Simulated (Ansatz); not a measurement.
A (101) slab of SnO (P4/nmm (No. 129)), 12 planes, outer planes O (top) and O (bottom), with 16 atoms (Sn8O8) in a surface cell of A = 23.734 Å², as cut from the bulk:

```yaml
crystal:
  lattice:
    - [3.80803, 0.00000, 0.00000]
    - [0.00000, 6.23271, 0.00000]
    - [0.00000, 0.00000, 25.55119]
  atoms:
    - { symbol: O, position: [0.00000, 0.37329, 0.29353] }
    - { symbol: Sn, position: [0.50000, 0.22760, 0.32096] }
    - { symbol: Sn, position: [0.00000, 0.70562, 0.32509] }
    - { symbol: O, position: [0.50000, 0.55993, 0.35252] }
    - { symbol: O, position: [0.00000, 0.74658, 0.41151] }
    - { symbol: Sn, position: [0.50000, 0.60089, 0.43894] }
    - { symbol: Sn, position: [0.00000, 0.07891, 0.44308] }
    - { symbol: O, position: [0.50000, 0.93322, 0.47050] }
    - { symbol: O, position: [0.00000, 0.11987, 0.52950] }
    - { symbol: Sn, position: [0.50000, 0.97418, 0.55692] }
    - { symbol: Sn, position: [0.00000, 0.45220, 0.56106] }
    - { symbol: O, position: [0.50000, 0.30651, 0.58849] }
    - { symbol: O, position: [0.00000, 0.49316, 0.64748] }
    - { symbol: Sn, position: [0.50000, 0.34747, 0.67491] }
    - { symbol: Sn, position: [0.00000, 0.82549, 0.67904] }
    - { symbol: O, position: [0.50000, 0.67980, 0.70647] }
```

The calculation used DFT r2SCAN, scalar-relativistic, plane waves, PAW (Ansatz). Plane waves to 500 eV, a k mesh through Γ of 9×6×1 on the computed 16-atom cell and Gaussian smearing (0.05 eV); no spin polarisation. The cell repeats along c with a dipole correction in the vacuum.

Against the same 16 atoms in the bulk, the slab as cut lies 1.571 eV higher and the relaxed slab 1.281 eV higher.

**Question.** Work out the surface energy before and after relaxation.

**Answer.** The slab has two faces, so γ = (E_slab − N·E_bulk)/(2A), the mean of both. As cut: 1.571/(2 × 23.734) = 0.0331 eV/Å², and 1 eV/Å² = 16.02 J/m², so γ = 0.53 J/m². Relaxed: 1.281/(2 × 23.734) = 0.0270 eV/Å² = 0.43 J/m². Relaxation recovers 18 % of the cost of cutting.

**Question.** What is the ideal work of this cut, per area?

**Answer.** Griffith's ideal work is 2γ: 1.06 J/m² if the new faces stay rigid, 0.86 J/m² if they relax. Other cuts parallel to this plane can cost less. One thickness was run, 12 planes, so γ can still shift with it.